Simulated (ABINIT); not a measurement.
# CdO (Monteponite) (Fm-3m) in ABINIT: single point with PBE

Aim: the single point of CdO (Monteponite) with PBE.

All numbers are computed with ABINIT 10.8.3 (patched build); they aren't measurements. Logs are shortened: lines on timing, memory, paths and dates and some standing lists are left out, and cuts for length are marked. The log counts tension as positive stress, the text compression.

## (1) Starting point

It takes space group Fm-3m (No. 225, cubic). Conventional cell: a = 4.699 Å, b = 4.699 Å, c = 4.699 Å, α = 90.00°, β = 90.00°, γ = 90.00°. Cd (site symmetry m-3m) is surrounded by 6 O at 2.35 Å. O (site symmetry m-3m) is surrounded by 6 Cd at 2.35 Å.

## (2) Single point, PBE

The input, run.abi:

```
# Pseudopotentials
pp_dirpath "./"
pseudos "Cd.upf, O.upf"

# Structure
acell 6.2789831012 6.2789831012 6.2789831012
rprim
     0.0000000000     0.7071067812     0.7071067812
     0.7071067812     0.0000000000     0.7071067812
     0.7071067812     0.7071067812     0.0000000000
ntypat 2
znucl 48 8
natom 2
typat 1 2
xred
     0.0000000000     0.0000000000     0.0000000000
     0.5000000000     0.5000000000     0.5000000000

# Plane-wave basis
ecut 1251.723767 eV

# k points
kptopt 1
ngkpt 8 8 8
nshiftk 1
shiftk 0.0 0.0 0.0

# Exchange and correlation
ixc 11

# Bands and occupations
nband 17
occopt 3
tsmear 0.05 eV

# SCF cycle
nstep 100
tolvrs 1.0e-10

# Output
iomode 3
prtwf 0
prtden 0
prteig 0
prtebands 0
```

Potentials or basis: PseudoDojo NC SR PBE v0.4.1 standard.

The run is started by

```
> mpirun --bind-to none -np 4 abinit run.abi > log 2>&1
```

run.abo:

```text
.Version 10.8.3 of ABINIT
 Symmetries : space group Fm -3 m (#225); Bravais cF (face-center cubic)
================================================================================
 Values of the parameters that define the memory need of the present run
     intxc =       0    ionmov =       0      iscf =       7    lmnmax =       6
     lnmax =       6     mgfft =      40  mpssoang =       3    mqgrid =    3001
     natom =       2  nloc_mem =       1    nspden =       1   nspinor =       1
    nsppol =       1      nsym =      48    n1xccc =    2501    ntypat =       2
    occopt =       3   xclevel =       2
       mpw =        2646          nfft =       64000          nkpt =          29
================================================================================
================================================================================

--------------------------------------------------------------------------------
------------- Echo of variables that govern the present computation ------------
--------------------------------------------------------------------------------
 -outvars: echo values of preprocessed input variables --------
            acell      6.2789831012E+00  6.2789831012E+00  6.2789831012E+00 Bohr
              amu      1.12411000E+02  1.59994000E+01
             ecut      4.60000000E+01 Hartree
              ixc          11
         kptrlatt        8    0    0      0    8    0      0    0    8
          kptrlen      5.02318648E+01
            natom           2
            nband          17
            ngfft          40      40      40
             nkpt          29
            nstep         100
             nsym          48
           ntypat           2
           occopt           3
           prtden           0
        prtebands           0
           prteig           0
            prtwf           0
            rprim      0.0000000000E+00  7.0710678120E-01  7.0710678120E-01
                       7.0710678120E-01  0.0000000000E+00  7.0710678120E-01
                       7.0710678120E-01  7.0710678120E-01  0.0000000000E+00
          spgroup         225
           tolvrs      1.00000000E-10
           tsmear      1.83746611E-03 Hartree
            typat      1  2
           xangst      0.0000000000E+00  0.0000000000E+00  0.0000000000E+00
                       2.3494999985E+00  2.3494999985E+00  2.3494999985E+00
            xcart      0.0000000000E+00  0.0000000000E+00  0.0000000000E+00
                       4.4399115299E+00  4.4399115299E+00  4.4399115299E+00
             xred      0.0000000000E+00  0.0000000000E+00  0.0000000000E+00
                       5.0000000000E-01  5.0000000000E-01  5.0000000000E-01
            znucl       48.00000    8.00000

================================================================================

 chkinp: Checking input parameters for consistency.

================================================================================
== DATASET  1 ==================================================================

--- !DatasetInfo
iteration_state: {dtset: 1, }
dimensions: {natom: 2, nkpt: 29, mband: 17, nsppol: 1, nspinor: 1, nspden: 1, mpw: 2646, }
cutoff_energies: {ecut:  46.0, pawecutdg:  -1.0, }
electrons: {nelect:   2.60000000E+01, charge:   0.00000000E+00, occopt:   3.00000000E+00, tsmear:   1.83746611E-03, }
meta: {optdriver: 0, ionmov: 0, optcell: 0, iscf: 7, paral_kgb: 0, }
...

 Exchange-correlation functional for the present dataset will be:
  GGA: Perdew-Burke-Ernzerhof functional - ixc=11
  J.P.Perdew, K.Burke, M.Ernzerhof, PRL 77, 3865 (1996)

 Real(R)+Recip(G) space primitive vectors, cartesian coordinates (Bohr,Bohr^-1):
 R(1)=  0.0000000  4.4399115  4.4399115  G(1)= -0.1126149  0.1126149  0.1126149
 R(2)=  4.4399115  0.0000000  4.4399115  G(2)=  0.1126149 -0.1126149  0.1126149
 R(3)=  4.4399115  4.4399115  0.0000000  G(3)=  0.1126149  0.1126149 -0.1126149
 Unit cell volume ucvol=  1.7504630E+02 bohr^3
 Angles (23,13,12)=  6.00000000E+01  6.00000000E+01  6.00000000E+01 degrees

 getcut: wavevector=  0.0000  0.0000  0.0000  ngfft=  40  40  40
         ecut(hartree)=     46.000   => boxcut(ratio)=   2.08654

--- Pseudopotential description ------------------------------------------------
- pspini: atom type   1  psp file is ./Cd.upf
12 -101130 2 -1 1368                          pspcod,pspxc,lmax,lloc,mmax
     nproj     2     2     2

- pspini: atom type   2  psp file is ./O.upf
12 -101130 2 -1 936                           pspcod,pspxc,lmax,lloc,mmax
     nproj     2     2     1

   7.63359783E+02                                ecore*ucvol(ha*bohr**3)
--------------------------------------------------------------------------------

================================================================================

--- !BeginCycle
iteration_state: {dtset: 1, }
solver: {iscf: 7, nstep: 100, nline: 4, wfoptalg: 0, }
tolerances: {tolvrs: 1.00E-10, }
...

     iter   Etot(hartree)      deltaE(h)  residm     vres2
 ETOT  1  -191.06964143769    -1.911E+02 2.696E+00 1.503E+03
 ETOT  2  -191.39481012786    -3.252E-01 1.751E-01 3.053E+03
 ETOT  3  -191.85723206880    -4.624E-01 1.234E-02 3.616E+01
 ETOT  4  -191.86082209631    -3.590E-03 6.104E-03 2.392E+01
 ETOT  5  -191.86411536935    -3.293E-03 1.397E-03 2.827E+00
 ETOT  6  -191.86466348112    -5.481E-04 9.897E-04 5.443E-01
 ETOT  7  -191.86475370448    -9.022E-05 3.843E-04 1.398E-01
 ETOT  8  -191.86478507370    -3.137E-05 3.134E-04 6.535E-05
 ETOT  9  -191.86478508810    -1.441E-08 1.944E-04 6.210E-06
 ETOT 10  -191.86478508926    -1.162E-09 1.204E-04 1.096E-06
 ETOT 11  -191.86478508952    -2.502E-10 1.305E-04 5.233E-09
 ETOT 12  -191.86478508951     6.310E-12 4.421E-05 2.600E-11

 At SCF step   12       vres2   =  2.60E-11 < tolvrs=  1.00E-10 =>converged.

 Cartesian components of stress tensor (hartree/bohr^3)
  sigma(1 1)= -1.72091679E-04  sigma(3 2)=  0.00000000E+00
  sigma(2 2)= -1.72091679E-04  sigma(3 1)=  0.00000000E+00
  sigma(3 3)= -1.72091679E-04  sigma(2 1)=  0.00000000E+00

--- !ResultsGS
iteration_state: {dtset: 1, }
comment   : Summary of ground state results
lattice_vectors:
- [  0.0000000,   4.4399115,   4.4399115, ]
- [  4.4399115,   0.0000000,   4.4399115, ]
- [  4.4399115,   4.4399115,   0.0000000, ]
lattice_lengths: [   6.27898,    6.27898,    6.27898, ]
lattice_angles: [ 60.000,  60.000,  60.000, ] # degrees, (23, 13, 12)
lattice_volume:   1.7504630E+02
convergence: {deltae:  6.310E-12, res2:  2.600E-11, residm:  4.421E-05, diffor: null, }
etotal    :  -1.91864785E+02
entropy   :   0.00000000E+00
fermie    :   3.08221386E-01
cartesian_stress_tensor: # hartree/bohr^3
- [ -1.72091679E-04,   0.00000000E+00,   0.00000000E+00, ]
- [  0.00000000E+00,  -1.72091679E-04,   0.00000000E+00, ]
- [  0.00000000E+00,   0.00000000E+00,  -1.72091679E-04, ]
pressure_GPa:   5.0631E+00
xred      :
- [  0.0000E+00,   0.0000E+00,   0.0000E+00, Cd]
- [  5.0000E-01,   5.0000E-01,   5.0000E-01,  O]
cartesian_forces: # hartree/bohr
- [ -0.00000000E+00,  -0.00000000E+00,  -0.00000000E+00, ]
- [ -0.00000000E+00,  -0.00000000E+00,  -0.00000000E+00, ]
force_length_stats: {min:   0.00000000E+00, max:   0.00000000E+00, mean:   0.00000000E+00, }
...

 Integrated electronic density in atomic spheres:
 ------------------------------------------------
 Atom  Sphere_radius  Integrated_density
    1        2.00000         17.16505696
    2        2.00000          6.07964397
================================================================================

 ----iterations are completed or convergence reached----

 Mean square residual over all n,k,spin=   12.598E-08; max=  44.213E-06
 reduced coordinates (array xred) for    2 atoms
       0.000000000000      0.000000000000      0.000000000000
       0.500000000000      0.500000000000      0.500000000000
 rms dE/dt=  0.0000E+00; max dE/dt=  0.0000E+00; dE/dt below (all hartree)
    1       0.000000000000      0.000000000000      0.000000000000
    2       0.000000000000      0.000000000000      0.000000000000

 cartesian coordinates (angstrom) at end:
    1      0.00000000000000     0.00000000000000     0.00000000000000
    2      2.34949999845395     2.34949999845395     2.34949999845395

 cartesian forces (hartree/bohr) at end:
    1     -0.00000000000000    -0.00000000000000    -0.00000000000000
    2     -0.00000000000000    -0.00000000000000    -0.00000000000000
 frms,max,avg= 0.0000000E+00 0.0000000E+00   0.000E+00  0.000E+00  0.000E+00 h/b

 cartesian forces (eV/Angstrom) at end:
    1     -0.00000000000000    -0.00000000000000    -0.00000000000000
    2     -0.00000000000000    -0.00000000000000    -0.00000000000000
 frms,max,avg= 0.0000000E+00 0.0000000E+00   0.000E+00  0.000E+00  0.000E+00 e/A
 length scales=  6.278983101200  6.278983101200  6.278983101200 bohr
              =  3.322694762546  3.322694762546  3.322694762546 angstroms
 Fermi (or HOMO) energy (hartree) =   0.30822   Average Vxc (hartree)=  -0.44222
 Eigenvalues (hartree) for nkpt=  29  k points:
 kpt#   1, nband= 17, wtk=  0.00195, kpt=  0.0000  0.0000  0.0000 (reduced coord)
  -3.38903   -1.95876   -1.95876   -1.95876   -0.33334    0.05690    0.05690    0.05690
   0.06811    0.06811    0.25329    0.25329    0.25329    0.28868    0.84128    0.92962
   0.92962
      occupation numbers for kpt#   1
   2.00000    2.00000    2.00000    2.00000    2.00000    2.00000    2.00000    2.00000
   2.00000    2.00000    2.00000    2.00000    2.00000    1.99995    0.00000    0.00000
   0.00000
 prteigrs : prtvol=0 or 1, do not print more k-points.

--- !EnergyTerms
iteration_state     : {dtset: 1, }
comment             : Components of total free energy in Hartree
kinetic             :  7.26857899380241E+01
hartree             :  4.91190638787985E+01
xc                  : -2.84443077385558E+01
Ewald energy        : -1.27284954973448E+02
psp_core            :  4.36090203575312E+00
local_psp           : -1.64016400696374E+02
non_local_psp       :  1.71515668894614E+00
internal            : -1.91864750866855E+02
'-kT*entropy'       : -3.42226533467282E-05
total_energy        : -1.91864785089509E+02
total_energy_eV     : -5.22090677407276E+03
band_energy         : -1.71920054252319E+01
...

 Cartesian components of stress tensor (hartree/bohr^3)
  sigma(1 1)= -1.72091679E-04  sigma(3 2)=  0.00000000E+00
  sigma(2 2)= -1.72091679E-04  sigma(3 1)=  0.00000000E+00
  sigma(3 3)= -1.72091679E-04  sigma(2 1)=  0.00000000E+00

-Cartesian components of stress tensor (GPa)         [Pressure=  5.0631E+00 GPa]
- sigma(1 1)= -5.06311200E+00  sigma(3 2)=  0.00000000E+00
- sigma(2 2)= -5.06311200E+00  sigma(3 1)=  0.00000000E+00
- sigma(3 3)= -5.06311200E+00  sigma(2 1)=  0.00000000E+00

== END DATASET(S) ==============================================================
================================================================================

 -outvars: echo values of variables after computation  --------
            acell      6.2789831012E+00  6.2789831012E+00  6.2789831012E+00 Bohr
           etotal     -1.9186478509E+02
            fcart     -0.0000000000E+00 -0.0000000000E+00 -0.0000000000E+00
                      -0.0000000000E+00 -0.0000000000E+00 -0.0000000000E+00
            rprim      0.0000000000E+00  7.0710678120E-01  7.0710678120E-01
                       7.0710678120E-01  0.0000000000E+00  7.0710678120E-01
                       7.0710678120E-01  7.0710678120E-01  0.0000000000E+00
           strten     -1.7209167893E-04 -1.7209167893E-04 -1.7209167893E-04
                       0.0000000000E+00  0.0000000000E+00  0.0000000000E+00
           xangst      0.0000000000E+00  0.0000000000E+00  0.0000000000E+00
                       2.3494999985E+00  2.3494999985E+00  2.3494999985E+00
             xred      0.0000000000E+00  0.0000000000E+00  0.0000000000E+00
                       5.0000000000E-01  5.0000000000E-01  5.0000000000E-01
 Calculation completed.
```

It took 22 s on 4 MPI ranks of Intel Xeon Platinum 8259CL at 2.50GHz (Skylake/Cascade Lake), shared host; peak memory 0.32 GiB.

Results:

```yaml
Free_energy: -5220.9068 eV
Band_gap_on_the_k_mesh: none (metal or under the smearing width)
Valence_electrons_inside_the_program's_atomic_spheres: Cd 17.17; O 6.08
```

Levels at points of the mesh, in eV from the Fermi level:
| k point | band 10 | band 11 | band 12 | band 13 | band 14 | band 15 | band 16 | band 17 |
| --- | --- | --- | --- | --- | --- | --- | --- | --- |
| (0.00, 0.00, 0.00) | -6.53 | -1.49 | -1.49 | -1.49 | -0.53 | 14.51 | 16.91 | 16.91 |
| (0.50, 0.00, 0.00) | -6.29 | -3.94 | -0.14 | -0.14 | 4.32 | 7.18 | 11.78 | 11.78 |
| (0.50, 0.50, 0.00) | -5.84 | -4.45 | -2.45 | -2.45 | 3.79 | 8.38 | 11.11 | 13.18 |

Caveat: the cutoff is too short for stress, so the log's stress isn't used; this crystal is a semiconductor, whose small gap the functional closes, so the metal is an error of the method.
